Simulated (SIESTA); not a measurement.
# C: band structure with PBE

The system is C.

```
CELL_PARAMETERS angstrom
2.52210 0.00000 0.00000
-1.26105 2.18420 0.00000
0.00000 0.00000 8.23710
ATOMIC_POSITIONS crystal
C 0.66667 0.33333 0.84375
C 0.33333 0.66667 0.34375
C 0.66667 0.33333 0.65625
C 0.33333 0.66667 0.15625
C 0.00000 0.00000 0.90625
C 0.00000 0.00000 0.40625
C 0.00000 0.00000 0.59375
C 0.00000 0.00000 0.09375
```

This is a hexagonal form of diamond, not graphite.

```json
{
  "Program": "SIESTA 5.4.2",
  "Task": "band structure",
  "Functional": "PBE",
  "Potentials or basis": "PseudoDojo 0.4 standard (PBE files)",
  "Basis": "TZ (energy shift 0.002 Ry)",
  "Grid cutoff": "500 Ry",
  "Energy shift": "0.002 Ry",
  "k mesh": "12 × 12 × 4",
  "Occupations": "fermi-dirac, width 0.05 eV",
  "Spin": "no spin polarisation"
}
```

- Pressure: 5.5 GPa
- Largest force: 0.320 eV/Å
- Band gap on the k mesh: 5.32 eV, direct
- Band gap along the path: 5.32 eV, direct

Forces on the atoms (eV/Å):
```
C    0.000  0.000  0.320
C    0.000  0.000  0.320
C    0.000  0.000 -0.320
C    0.000  0.000 -0.320
C    0.000  0.000  0.316
C    0.000  0.000  0.316
C    0.000  0.000 -0.316
C    0.000  0.000 -0.316
```

Stress tensor (GPa, compression positive):
```
 1.35  0.00  0.00
 0.00  1.35  0.00
 0.00  0.00 13.81
```

Levels at the corners of the path, in eV from the valence-band top:
```
point  band 12  band 13  band 14  band 15  band 16  band 17  band 18  band 19  band 20  band 21
    Γ    -1.82    -1.82    -0.19     0.00     0.00     5.32     5.32     5.81     7.45     7.45
    M    -5.16    -5.14    -4.69    -3.82    -3.04     5.78     6.09     6.77     6.78     7.61
    K    -7.58    -7.24    -5.77    -5.77    -4.18     7.12     7.12     8.49     9.07     9.07
    Γ    -1.82    -1.82    -0.19     0.00     0.00     5.32     5.32     5.81     7.45     7.45
    A    -2.58    -0.70    -0.70    -0.70    -0.70     6.16     6.16     6.16     6.16     6.94
    L    -6.22    -4.83    -4.83    -3.78    -3.78     6.05     6.05     7.93     7.93     8.26
    H    -8.64    -5.50    -5.50    -5.23    -5.23     6.23     6.23    10.30    10.30    11.58
    A    -2.58    -0.70    -0.70    -0.70    -0.70     6.16     6.16     6.16     6.16     6.94
    L    -6.22    -4.83    -4.83    -3.78    -3.78     6.05     6.05     7.93     7.93     8.26
    M    -5.16    -5.14    -4.69    -3.82    -3.04     5.78     6.09     6.77     6.78     7.61
    K    -7.58    -7.24    -5.77    -5.77    -4.18     7.12     7.12     8.49     9.07     9.07
    H    -8.64    -5.50    -5.50    -5.23    -5.23     6.23     6.23    10.30    10.30    11.58
```

Run time: 73 s on 1 thread of Intel(R) Xeon(R) Platinum 8488C (Sapphire Rapids), with other jobs on the host, peak memory 0.3 GiB.

Caveat: the basis has no polarisation orbitals; the basis of atomic orbitals isn't converged, which shifts pressures, moduli and gaps.
